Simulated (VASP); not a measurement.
# CoO: DFT+U ground state, by Hubbard U and LDAUTYPE

CoO, P3m1 (no. 156), 4 atoms in the cell.

| Hubbard U (eV) | LDAUTYPE | Hund's J (eV) | Form of DFT+U | Gap (eV) | Largest site moment (muB) | Time (s) |
|---|---|---|---|---|---|---|
| Co shell d, U 7 | 1 | 1 | Liechtenstein, U + J and J | 1.86 | 2.79 | 62 |
| Co shell d, U 6 | 1 | – | Liechtenstein, J = 0 | 1.76 | 2.77 | 72 |
| Co shell d, U 7 | 2 | 1 | Dudarev, U + J and J | 1.76 | 2.77 | 81 |
| Co shell d, U 6 | 2 | – | Dudarev, U alone | 1.76 | 2.77 | 75 |
| Co shell d, U 6, O shell p, U 6 | 2 | – | Dudarev, U on the anion p shell too | 2.02 | 2.77 | 65 |
| Co shell d, U 7 | 4 | 1 | type 4, U + J and J | 1.75 | 2.80 | 57 |
| – | – | – | none | 0.16 | 2.30 | 66 |

Limits: The cell is the same for all forms and was relaxed for none; total energies under different U or different forms can't be compared; magnetic orders weren't compared, so this needn't be the magnetic ground state.

## Input of the first row

INCAR:
```
SYSTEM = CoO
ALGO     = Normal         ! electronic algorithm
AMIX     = 0.2          
AMIX_MAG = 0.8          
BMIX     = 1E-4         
BMIX_MAG = 1E-4         
EDIFF    = 1E-6           ! SCF threshold, eV
ENCUT    = 520            ! plane-wave cutoff, eV
GGA      = PE             ! functional
ISIF     = 2              ! what is computed and relaxed
ISMEAR   = 0              ! smearing method
ISPIN    = 2              ! spin polarisation
LASPH    = .TRUE.         ! aspherical terms in the spheres
LCHARG   = .FALSE.        ! write CHGCAR
LDAU     = .TRUE.         ! DFT+U
LDAUJ    = 1 0          
LDAUL    = 2 -1           ! shell
LDAUPRINT= 1            
LDAUTYPE = 1            
LDAUU    = 7 0            ! U, eV
LMAXMIX  = 4              ! l up to which the mixer works
LORBIT   = 11             ! projections on sites
LREAL    = .FALSE.        ! projectors in reciprocal space
LWAVE    = .FALSE.        ! write WAVECAR
MAGMOM   = 3 -3 0 0       ! initial moments
NELM     = 200            ! most SCF steps
PREC     = Accurate       ! precision mode
SIGMA    = 0.05           ! smearing width, eV
```

KPOINTS:
```
k-points
0
Gamma
  8 8 5
```

POSCAR:
```
CoO
1.0
    3.1976457435      0.0000000000      0.0000000000
   -1.5988228718      2.7692424462      0.0000000000
    0.0000000000      0.0000000000      5.2287097100
Co O
2 2
Direct
    0.3333333333      0.6666666667      0.5033624100
    0.0000000000      0.0000000000      0.0034741400
    0.3333333333      0.6666666667      0.8715556000
    0.0000000000      0.0000000000      0.3716088500
```

Commands:
```
cat potpaw_PBE.64/Co/POTCAR potpaw_PBE.64/O/POTCAR > POTCAR
mpirun -np 4 vasp_std > vasp.out
```

Changes of the last row against the first:
```
- LDAU = True
- LDAUTYPE = 1
- LDAUL = 2 -1
- LDAUU = 7 0
- LDAUJ = 1 0
- LDAUPRINT = 1
```

VASP 6.6.1 took 62 s on 4 cores (AMD EPYC 7R43 (Zen 3)), a shared host.
